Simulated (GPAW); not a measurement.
Runs of GPAW 26.7.0 on Bi. It takes space group R-3m (No. 166, trigonal). Conventional cell: a = 4.535 Å, b = 4.535 Å, c = 11.814 Å, α = 90.00°, β = 90.00°, γ = 120.00°. Around Bi (site symmetry 3m) lie 6 Bi at 3.06 to 3.52 Å. 

```csv
task,level,potentials or basis,spin,cell,k mesh,band path,band points,spin axis theta (degrees),spin axis phi (degrees),soc after scf,gap on the mesh (eV),pressure (GPa),largest force (eV/Å)
band structure,PBEsol,"PAW data sets generated in the run's folder for this functional, pw","SOC, no magnetisation",as given,7 × 7 × 7,"GLB1,BZGX,QFP1Z,LP",80,0,0,second variation,-,-0.4,0.12
single point,PBEsol,"PAW data sets generated in the run's folder for this functional, pw",off,"atoms moved at random, drawn with an rms of 0.05 Å",7 × 7 × 7,-,-,-,-,-,0.24,0.2,0.43
single point,TB-mBJ,"GPAW PAW data sets for LDA (gpaw-data 1.2.1), pw",off,as given,6 × 6 × 6,-,-,-,-,-,none,-,-
band structure,PBEsol,"PAW data sets generated in the run's folder for this functional, pw",off,as given,7 × 7 × 7,"GLB1,BZGX,QFP1Z,LP",80,-,-,-,-,-0.4,0.12
single point,PBEsol,"PAW data sets generated in the run's folder for this functional, pw",off,as given,7 × 7 × 7,-,-,-,-,-,(a),-0.4,0.12
```

Alike in all rows: cutoff (eV) 600; smearing fermi-dirac 0.05 eV.

Fill in the values left out.

(a) 0.27.

Caveats: spin-orbit coupling is left out, which as a rule narrows the gap of such compounds by several tenths of an eV (some runs); an odd mesh through Γ misses points on the zone boundary, where band edges often lie (some runs); spin-orbit coupling is left out, which moves the levels of the heavy elements (some runs); spin-orbit coupling was added after a scalar SCF, so levels and gaps hold it while energy, forces, pressure and moments don't (some runs); this program's spin-orbit splittings come out too wide for heavy elements (some runs); a model potential gives levels but no total energy (some runs); the PAW data sets were made with another functional, which shifts forces and pressure a little (some runs).

A k mesh can miss the band edges, and rows without SOC leave out spin-orbit coupling on Bi.

A gap of «none» marks a metal or a gap under the smearing width.
